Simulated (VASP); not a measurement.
## HCl: single point with PBE+D3(BJ)

The system is HCl.

```
Cl H
1.0
     6.88520    0.00000    0.00000
     0.00000    6.88520    0.00000
     0.00000    0.00000    6.88520
Cl H
8 8
Direct
  0.68227 0.75434 0.22628
  0.05815 0.49390 0.07317
  0.05400 0.95428 0.87252
  0.50128 0.04440 0.62925
  0.21469 0.61782 0.48993
  0.72442 0.52405 0.72647
  0.96671 0.14902 0.40956
  0.49895 0.24410 0.14079
  0.80522 0.90745 0.25482
  0.17613 0.34962 0.02350
  0.20450 0.99134 0.77025
  0.44888 0.89502 0.51598
  0.15644 0.53974 0.32541
  0.61217 0.67684 0.74961
  0.94006 0.28300 0.26831
  0.55104 0.31274 0.96508
```

The cell was built by a generator and needn't be a form met in nature.

- Program: VASP 6.6.1
- Task: single point
- Functional: PBE
- Dispersion: D3(BJ)
- Potentials or basis: VASP PAW PBE potentials, release 64 (Cl, H)
- Cutoff: 520 eV
- k mesh: 1 × 1 × 1
- Occupations: fermi-dirac, width 0.02 eV
- Spin: no spin polarisation

```json
{
  "Pressure": "-0.3 GPa",
  "Largest force": "1.399 eV/Å",
  "Band gap on the k mesh": "5.27 eV, direct",
  "Dispersion energy per atom": "-0.081 eV"
}
```

Forces in eV/Å, atoms in the order of the input:
```
Cl   0.880  1.063  0.148
Cl   0.186 -0.790 -0.854
Cl  -0.510  0.002  0.337
Cl  -0.385 -0.938 -0.541
Cl   0.223  0.222  0.495
Cl  -0.601  0.363  0.041
Cl  -0.278  0.576 -0.830
Cl   0.205  0.484 -1.296
H   -0.866 -0.987 -0.044
H   -0.325  0.512  0.316
H    0.518  0.144 -0.271
H    0.234  0.740  0.425
H    0.248  0.202  0.175
H    0.460 -0.511 -0.039
H    0.179 -0.804  0.859
H   -0.167 -0.278  1.080
```

Stress tensor (GPa, compression positive):
```
 0.06 -0.17  0.21
-0.17 -1.36  0.02
 0.21  0.02  0.31
```

Levels at points of the mesh, in eV from the valence-band top:
| k point | band 29 | band 30 | band 31 | band 32 | band 33 | band 34 | band 35 | band 36 |
| --- | --- | --- | --- | --- | --- | --- | --- | --- |
| (0.00, 0.00, 0.00) | -0.26 | -0.16 | -0.07 | 0.00 | 5.27 | 6.24 | 6.43 | 6.78 |

Run time: 44 s on 1 thread of Intel(R) Xeon(R) Platinum 8259CL CPU @ 2.50GHz (Skylake/Cascade Lake) (shared host), peak memory 0.36 GiB.
